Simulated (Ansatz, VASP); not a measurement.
This is a calculation of Zr for VASP 6.6.1.

INCAR

```
PREC     = Accurate       # precision mode
ENCUT    = 520            # plane-wave cutoff, eV
EDIFF    = 1E-6           # SCF threshold, eV
ISMEAR   = -1             # smearing method
SIGMA    = 0.05           # smearing width, eV
LREAL    = F              # projectors in reciprocal space
LASPH    = T              # aspherical terms in the spheres
NELM     = 100            # most SCF steps
ALGO     = Normal         # electronic algorithm
ISIF     = 2              # what is computed and relaxed
LWAVE    = F              # write WAVECAR
LCHARG   = F              # write CHGCAR
GGA      = PE             # functional
NBANDS   = 12             # bands
```

The input KPOINTS:

```
regular mesh
0
Gamma
  10 10 10
```

POSCAR

```
Zr
1.0
    0.0000000000      2.2699342101      2.2699342101
    2.2699342101      0.0000000000      2.2699342101
    2.2699342101      2.2699342101      0.0000000000
Zr
1
Direct
    0.0000000000      0.0000000000      0.0000000000
```

Potentials or basis: VASP PAW PBE potentials, release 64 (Zr_sv).

Launch:

```console
$ cat potpaw_PBE.64/Zr_sv/POTCAR > POTCAR
$ mpirun -np 1 vasp_std > vasp.out
```

Problem. Set up the same calculation for Ansatz 0.2.0. Potentials there: all-electron LAPW, scalar-relativistic.

Solution. As run (the cutoff follows the program's own potentials):

The input input.yaml:

```yaml
crystal:
  lattice:
    - [0.0, 2.2699342101, 2.2699342101]
    - [2.2699342101, 0.0, 2.2699342101]
    - [2.2699342101, 2.2699342101, 0.0]
  atoms:
    - { symbol: Zr, position: [0.0, 0.0, 0.0] }
kpoints:
  mp_grid: { grid: [10, 10, 10] }
scf:
  occupations: { method: fermi_dirac, width: 0.05 }
hamiltonian:
  xc: pbe
  pseudopotentials: { kind: all_electron, lapw: { basis_error: 0.0005 } }
output:
  forces: true
  stress: true
  eigenvalues: true
```

Potentials or basis: all-electron LAPW, scalar-relativistic.

The run is started by

```bash
$ ansatz run input.yaml --threads 1 --pin off --max-ram 2560MiB --backend cpu --events-out ev --progress --plain --runs-dir out
```

Both were run:

|  | VASP | Ansatz | Ansatz less VASP |
| --- | --- | --- | --- |
| gap on the k mesh at the Fermi level (eV) | none | none | - |
| pressure (GPa) | -0.6 | -0.6 | 0.00 |

A gap of «none» marks a metal or a gap that the smearing closes. Ansatz ran all-electron here, so the differences hold the error of VASP's frozen core and of both bases.
